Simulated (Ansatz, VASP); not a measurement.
# TiH2 in VASP and in Ansatz

The input POSCAR:

```
TiH2
1.0
   -1.5965000000      1.5965000000      2.1335000000
    1.5965000000     -1.5965000000      2.1335000000
    1.5965000000      1.5965000000     -2.1335000000
Ti H
1 2
Direct
    0.0000000000      0.0000000000      0.0000000000
    0.7500000000      0.2500000000      0.5000000000
    0.2500000000      0.7500000000      0.5000000000
```

The input INCAR.step1:

```
ALGO = Normal
EDIFF = 1E-4
ENCUT = 520
GGA = PE
ISMEAR = 0
LASPH = T
LCHARG = F
LREAL = F
LWAVE = T
NBANDS = 14
NELM = 100
PREC = Accurate
SIGMA = 0.1
```

Contents of INCAR.step2:

```
ALGO = Normal
EDIFF = 1E-6
ENCUT = 520
ISIF = 2
ISMEAR = 0
ISTART = 1
LASPH = T
LCHARG = F
LMIXTAU = T
LREAL = F
LWAVE = F
METAGGA = R2SCAN
NBANDS = 14
NELM = 100
PREC = Accurate
SIGMA = 0.1
```

File KPOINTS:

```
k-points
0
Gamma
  8 8 8
```

Input for Ansatz:

```yaml
crystal:
  lattice:
    - [-1.5965, 1.5965, 2.1335]
    - [1.5965, -1.5965, 2.1335]
    - [1.5965, 1.5965, -2.1335]
  atoms:
    - { symbol: Ti, position: [0.0, 0.0, 0.0] }
    - { symbol: H, position: [0.75, 0.25, 0.5] }
    - { symbol: H, position: [0.25, 0.75, 0.5] }
basis:
  ecutwfc: 500
kpoints:
  mp_grid: { grid: [8, 8, 8] }
hamiltonian:
  xc: r2scan
scf:
  occupations: { method: gaussian, width: 0.1 }
output:
  forces: true
  stress: true
  eigenvalues: true
```

Alike in both runs: task single point; functional r2SCAN; k mesh 8 × 8 × 8; occupations gaussian, width 0.1 eV; no spin polarisation.

|  | VASP | Ansatz |
| --- | --- | --- |
| version | VASP 6.6.1 | Ansatz 0.2.0 |
| potentials or method | VASP PAW PBE potentials, release 64 (Ti_sv, H) | scalar-relativistic, plane waves, PAW |
| plane-wave cutoff (eV) | 520 | 500 |
| valence electrons in the cell | 14 | 14 |

|  | VASP | Ansatz | Ansatz less VASP |
| --- | --- | --- | --- |
| gap on the k mesh at the Fermi level (eV) | none | none | - |
| pressure (GPa) | -2.4 | -2.8 | -0.45 |
| largest component of the traceless stress (GPa) | 0.72 | 0.70 | -0.022 |

A gap of «none» marks a metal or a gap that the smearing closes. With one functional, cell and mesh, what is left measures potentials, basis and numerics.

Caveats: the PAW data sets were made with another functional, which shifts forces and pressure a little (VASP).
